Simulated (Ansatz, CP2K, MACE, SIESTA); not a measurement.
# Which run comes nearest? Bare NaCl nanocube (96 atoms)

The cell holds 96 atoms: 48 Cl and 48 Na. Cell: a = 18.460 Å, b = 18.460 Å, c = 24.100 Å, α = 90.0°, β = 90.0°, γ = 90.0°. It derives from NaCl (rock-salt). Block of 4 x 4 x 6 atoms cut along {100} from rock-salt NaCl (a = 5.64 Å), 10 Å of vacuum; minimised with a classical potential. Then every atom was moved at random, 0.03 Å r.m.s. a Cartesian component. Vacuum lies along a, b and c.

Geometry: as built.

The reference, a calculation:

```
method                                           : Kohn-Sham DFT, PBE, PAW, plane waves (Ansatz 0.2.0); cutoff 420 eV, Γ point, fermi-dirac smearing of 0.05 eV; PAW set soft_2
r.m.s. force component                           : 0.1947 eV/Å
longest force                                    : 0.5297 eV/Å
gap (highest filled to lowest empty level) : 4.293 eV
SCF cycles                                       : 7
time                                             : 49 s on 8 threads of Arm Neoverse V1, shared host
CPU time                                         : 6.1 min
```

**Question.** The same geometry is run in other programs. How far does each lie from the reference, and what does it cost?
- CP2K PBE, SZV-MOLOPT-SR, 900/40 Ry, TRS4 filter 1e-06, SCF 1e-06 (CP2K 2026.2; 1 thread)
- SIESTA PBE, SZ, shift 0.02 Ry, mesh 350 Ry (SIESTA 5.4.2; 4 MPI ranks)
- MACE MP-0b2 small potential (MACE MP-0b2 small; 4 threads)
- CP2K PBE, DZVP-MOLOPT-SR, 900/40 Ry, OT DIIS (CP2K 2026.2; 1 thread)
- SIESTA PBE, DZP, shift 0.01 Ry, mesh 350 Ry (SIESTA 5.4.2; 4 MPI ranks)

Differences are against the plane-wave reference, forces as r.m.s. over components; share is that over the reference's r.m.s. force, slope the least-squares factor from reference forces to these. Total energies of different programs have different zeros and aren't compared.

| run | Δ force, r.m.s. (meV/Å) | share (%) | slope | Δ gap (eV) | cores | CPU time | memory (GiB) |
| --- | --- | --- | --- | --- | --- | --- | --- |
| reference | - | - | - | - | 8 | 6.1 min | 9.1 |
| CP2K PBE, SZV-MOLOPT-SR, 900/40 Ry, TRS4 filter 1e-06, SCF 1e-06 (coarse) | 190 | 97.7 | 1.390 | - | 1 | 7.6 min | 18 |
| SIESTA PBE, SZ, shift 0.02 Ry, mesh 350 Ry (coarse) | 282 | 145 | 1.360 | -1.21 | 4 | 2.7 min | 2.3 |
| MACE MP-0b2 small potential | 61.0 | 31.3 | 0.848 | - | 4 | 7.2 s | 0.67 |
| CP2K PBE, DZVP-MOLOPT-SR, 900/40 Ry, OT DIIS | 163 | 83.9 | 1.183 | -0.132 | 1 | 43 min | 18 |
| SIESTA PBE, DZP, shift 0.01 Ry, mesh 350 Ry | 61.4 | 31.5 | 1.117 | -0.0748 | 4 | 5.4 min | 3.2 |

Rows marked coarse were listed beforehand as settings not expected to be converged; some can still land near the reference.

Times of the machine-learned potentials are mostly Python's start and the loading of weights.

CPU time is summed over cores on a shared host, where runs went side by side, so it is rough. Symmetry, cutoffs, thresholds, outputs and thread counts weren't matched or tuned between programs; memory under MPI is the largest rank's times the ranks.

The PBE runs in local orbitals, coarse settings apart, differ by 32 % (SIESTA PBE, DZP, shift 0.01 Ry, mesh 350 Ry) to 84 % (CP2K PBE, DZVP-MOLOPT-SR, 900/40 Ry, OT DIIS); basis, grid and potentials can all enter. Machine-learned potentials differ by 31 % (MACE MP-0b2 small potential); they were trained on other programs' data. Among those trained on PBE data the slope goes as low as 0.85. Runs with settings chosen to be coarse differ by 98 % (CP2K PBE, SZV-MOLOPT-SR, 900/40 Ry, TRS4 filter 1e-06, SCF 1e-06) to 145 % (SIESTA PBE, SZ, shift 0.02 Ry, mesh 350 Ry), their programs' other errors included. One electronic-structure run takes under half the reference's CPU time: SIESTA PBE, SZ, shift 0.02 Ry, mesh 350 Ry, at 145 % in 2.7 min against 6.1 min, too far off to be of use.

[Logs are printed without paths, hosts, clocks, repeated set-up lines and the standing remarks that a program may print on its own settings, such as how far it seeks lower states.]

[Hosts, paths, dates, database ids (printed as entryN), source tags and the programs' standing remarks are cut or masked in the printed files.]
